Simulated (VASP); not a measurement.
GaN, 4 atoms in the cell. Symmetry: P6_3mc, No. 186, hexagonal system. The conventional cell has a = 3.217 Å, b = 3.217 Å, c = 5.243 Å, α = 90.00°, β = 90.00°, γ = 120.00°. Around Ga (site symmetry 3m) lie 4 N at 1.97 Å. N (site symmetry 3m) is surrounded by 4 Ga at 1.97 Å. 

| Item | Value |
| --- | --- |
| Program | VASP 6.6.1 |
| Task | relaxation of cell and atoms |
| Functional | PBE |
| Potentials or basis | VASP PAW PBE potentials, release 64 (Ga_d, N) |
| Cutoff | 600 eV |
| k mesh | 12 × 12 × 5 |
| Occupations | gaussian, width 0.03 eV |
| Spin | no spin polarisation |
| Further INCAR settings | ALGO = Normal; EDIFF = 1e-07; IBRION = 2; EDIFFG = -0.005; NSW = 90; ISIF = 3 |

Potentials or basis: VASP PAW PBE potentials, release 64 (Ga_d, N).

The run is started by

```console
$ cat potpaw_PBE.64/Ga_d/POTCAR potpaw_PBE.64/N/POTCAR > POTCAR
$ mpirun -np 1 vasp_std > vasp.out
```

Hardware: 1 thread of Intel(R) Xeon(R) 6975P-C (Granite Rapids), with other jobs on the host.

Task: How long does it take, and how much memory?

Result: Run time: 58 s on 1 thread of Intel(R) Xeon(R) 6975P-C (Granite Rapids) (shared host), peak memory 0.22 GiB. Counts: scf iterations 25, k points 57, ion steps 3.
